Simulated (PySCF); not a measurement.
Basis-set dependence of population analyses: `C1CCNC1`

Species: C₄H₉N.
Cartesian coordinates in Å at the PBE0-D3(BJ)/def2-SVP level; atoms count from 1:
```xyz
14
C4H9N angstrom
C     -0.086   -1.181   -0.022
C      1.143   -0.258    0.126
C      0.532    1.151    0.272
N     -0.767    1.111   -0.376
C     -1.287   -0.205   -0.041
H     -0.033   -1.763   -0.954
H     -0.166   -1.908    0.801
H      1.777   -0.307   -0.774
H      1.782   -0.531    0.979
H      0.385    1.387    1.341
H      1.161    1.950   -0.148
H     -0.635    1.169   -1.385
H     -2.084   -0.503   -0.739
H     -1.744   -0.157    0.963
```

PBE0 throughout (PySCF), one geometry, spherical d and f functions. Isolated species at its PBE0-D3(BJ)/def2-SVP geometry (one conformer only). Atoms taken as equivalent share a column and are averaged.

Mulliken charges (e):

```
        basis  functions   C1/C2   C3/C5      N4  H6/H7/H8/H9  H10/H11/H13/H14     H12
       STO-3G         34  -0.155  -0.075  -0.327       +0.074           +0.080  +0.171
        6-31G         63  -0.342  -0.220  -0.532       +0.166           +0.176  +0.290
       6-31G*         88  -0.352  -0.218  -0.540       +0.169           +0.173  +0.314
     def2-SVP        115  -0.093  +0.052  -0.316       +0.036           +0.036  +0.113
     pcSseg-1        130  -0.261  -0.072  -0.458       +0.119           +0.119  +0.168
6-311+G(2d,p)        189  -0.237  -0.259  -0.215       +0.126           +0.124  +0.208
    def2-TZVP        209  -0.208  -0.151  -0.285       +0.099           +0.103  +0.193
```

IAO charges (e):

| basis | functions | C1/C2 | C3/C5 | N4 | H6/H7/H8/H9 | H10/H11/H13/H14 | H12 |
| --- | --- | --- | --- | --- | --- | --- | --- |
| STO-3G | 34 | -0.274 | -0.194 | -0.309 | +0.130 | +0.133 | +0.189 |
| 6-31G | 63 | -0.297 | -0.183 | -0.401 | +0.138 | +0.143 | +0.236 |
| 6-31G* | 88 | -0.283 | -0.156 | -0.408 | +0.131 | +0.133 | +0.232 |
| def2-SVP | 115 | -0.278 | -0.151 | -0.402 | +0.128 | +0.129 | +0.229 |
| pcSseg-1 | 130 | -0.285 | -0.156 | -0.412 | +0.131 | +0.134 | +0.233 |
| 6-311+G(2d,p) | 189 | -0.290 | -0.160 | -0.427 | +0.135 | +0.137 | +0.242 |
| def2-TZVP | 209 | -0.290 | -0.160 | -0.424 | +0.135 | +0.136 | +0.241 |

Hirshfeld charges (e):

```csv
basis,functions,C1/C2,C3/C5,N4,H6/H7/H8/H9,H10/H11/H13/H14,H12
STO-3G,34,-0.028,+0.033,-0.199,+0.011,+0.015,+0.085
6-31G,63,-0.068,-0.018,-0.192,+0.030,+0.036,+0.102
6-31G*,88,-0.068,-0.020,-0.186,+0.030,+0.035,+0.103
def2-SVP,115,-0.075,-0.027,-0.173,+0.032,+0.036,+0.105
pcSseg-1,130,-0.078,-0.029,-0.180,+0.034,+0.038,+0.105
"6-311+G(2d,p)",189,-0.081,-0.035,-0.186,+0.036,+0.041,+0.106
def2-TZVP,209,-0.082,-0.035,-0.182,+0.037,+0.040,+0.107
```

Some averages cover members that differ in this geometry, most widely: C1/C2, Mulliken in 6-311+G(2d,p) -0.270 to -0.204; H10/H11/H13/H14, Mulliken in def2-TZVP +0.089 to +0.117 e.

Q: Which scheme is steadiest as the basis changes?

A: Largest range over the bases for any column: Hirshfeld 0.07 e, IAO 0.12 e, Mulliken 0.33 e. Hirshfeld charges move least and Mulliken charges most, counted in e. Without the minimal STO-3G basis the ranges are Hirshfeld 0.02, IAO 0.03, Mulliken 0.33 e.

Q: How much do the charges still move between the two largest bases, 6-311+G(2d,p) and def2-TZVP?

A: At most, over all atoms: Mulliken 0.113 e, IAO 0.003 e, Hirshfeld 0.003 e.

Q: What do the same runs give for the total energy, the frontier levels and the dipole moment?

A: 
```csv
basis,energy (Eh),HOMO (eV),LUMO (eV),μ (D)
STO-3G,-209.7674,-3.76,9.42,1.37
6-31G,-212.2636,-6.10,2.27,1.60
6-31G*,-212.3235,-6.29,2.33,1.33
def2-SVP,-212.1757,-6.40,1.52,1.22
pcSseg-1,-212.2995,-6.55,1.18,1.30
"6-311+G(2d,p)",-212.3892,-6.62,0.27,1.32
def2-TZVP,-212.4041,-6.58,0.95,1.26
```

The dipole is fixed by the density alone, so its range of 0.38 D shows that the density itself changes with the basis, not only its division among atoms.
